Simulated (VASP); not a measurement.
Input of a VASP 6.6.1 run:

POSCAR

```
AlN
1.0
    0.0000000000      2.0129799312      2.0129799312
    2.0129799312      0.0000000000      2.0129799312
    2.0129799312      2.0129799312      0.0000000000
Al N
1 1
Direct
    0.0000000000      0.0000000000      0.0000000000
    0.5000000000      0.5000000000      0.5000000000
```

Contents of INCAR.step1:

```
SYSTEM = AlN
ALGO = Normal ; EDIFF = 1E-4
ENCUT = 520 ; GGA = PE
ISMEAR = 0 ; LASPH = .TRUE.
LCHARG = .FALSE. ; LREAL = .FALSE.
LWAVE = .TRUE. ; NBANDS = 11
NELM = 100 ; PREC = Accurate
SIGMA = 0.01
```

Contents of INCAR.step2:

```
SYSTEM = AlN
ALGO = Normal ; EDIFF = 1E-6
ENCUT = 520 ; ISIF = 2
ISMEAR = 0 ; ISTART = 1
IVDW = 13 ; LASPH = .TRUE.
LCHARG = .FALSE. ; LMIXTAU = .TRUE.
LREAL = .FALSE. ; LWAVE = .FALSE.
METAGGA = R2SCAN ; NBANDS = 11
NELM = 100 ; PREC = Accurate
SIGMA = 0.01 ; VDW_A1 = 0.51559235
VDW_A2 = 5.77342911 ; VDW_S6 = 1.0
VDW_S8 = 0.6018749
```

File KPOINTS:

```
k-points
0
G
  8 8 8
  0 0 0
```

Potentials or basis: VASP PAW PBE potentials, release 64 (Al, N).

The run is started by

```console
$ cat potpaw_PBE.64/Al/POTCAR potpaw_PBE.64/N/POTCAR > POTCAR
$ cp INCAR.step1 INCAR
$ mpirun -np 1 vasp_std > vasp.out
$ cp INCAR.step2 INCAR
$ mpirun -np 1 vasp_std > vasp.out
```

(1) Predict the pressure.

(2) Estimate the band gap on the k mesh.

Results:

(1) -0.9 GPa.

(2) 5.62 eV, indirect (least direct gap 6.71 eV).

Caveat: the PAW data sets were made with another functional, which shifts forces and pressure a little.
